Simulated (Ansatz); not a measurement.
Runs of Ansatz 0.2.0 on GaSb. Symmetry: F-43m, No. 216, cubic system. Conventional cell: a = 6.118 Å, b = 6.118 Å, c = 6.118 Å, α = 90.00°, β = 90.00°, γ = 90.00°. Sb (site symmetry -43m) has 4 Ga at 2.65 Å as nearest neighbours. Around Ga (site symmetry -43m) lie 4 Sb at 2.65 Å. 

```csv
task,level,potentials or basis,cell,k mesh,cutoff (eV),atoms under strain,gap on the mesh (eV),pressure (GPa),V0 of scaled cells (Å³/atom),relaxed volume (Å³/atom),B0 (GPa)
relaxation of cell and atoms,BLYP+D4,Ansatz PAW,relaxed,8 × 8 × 8,420,-,-,0.0,-,28.84,-
equation of state,LDA,PseudoDojo LDA,as given,8 × 8 × 8,1143,-,-,-,27.64,-,55
elastic constants,LDA,Ansatz PAW,as given,6 × 6 × 6,420,relaxed,none,-1.6,-,-,-
relaxation of cell and atoms,RPBE,Ansatz PAW,relaxed,8 × 8 × 8,420,-,-,0.0,-,31.04,-
equation of state,PBEsol+D3(BJ),Ansatz PAW,as given,8 × 8 × 8,420,-,-,-,27.56,-,(a)
relaxation of cell and atoms,r2SCAN+rVV10,Ansatz PAW,relaxed,8 × 8 × 8,500,-,0.51,0.0,-,28.43,-
equation of state,m-r2SCAN,Ansatz PAW,as given,8 × 8 × 8,500,-,-,-,28.82,-,(b)
relaxation of cell and atoms,revPBE+D3(BJ),Ansatz PAW,relaxed,8 × 8 × 8,420,-,-,0.0,-,28.39,-
```

Alike in all rows: no spin polarisation; smearing fermi-dirac 0.05 eV.

Problem. Fill in the values left out.

Solution. (a) 56; (b) 53.

Caveats: the PAW data sets come from PBE, with cores solved anew for the run's functional, which leaves a small shift of forces and pressure (some runs); the plane-wave basis is chosen anew once the cell has moved, so the energies of steps on either side of that aren't comparable (some runs); elastic constants of metals need much finer meshes, so these are rough (some runs); this crystal is a semiconductor, whose small gap the functional closes, so the metal is an error of the method (some runs); spin-orbit coupling is left out, which moves the levels of the heavy elements (some runs); the PAW data sets were made with another functional, which shifts forces and pressure a little (some runs).

A k mesh can miss the band edges, and the runs leave out spin-orbit coupling on Ga, Sb.

A gap of «none» marks a metal or a gap under the smearing width.

Runs at the PBE level aren't shown here.
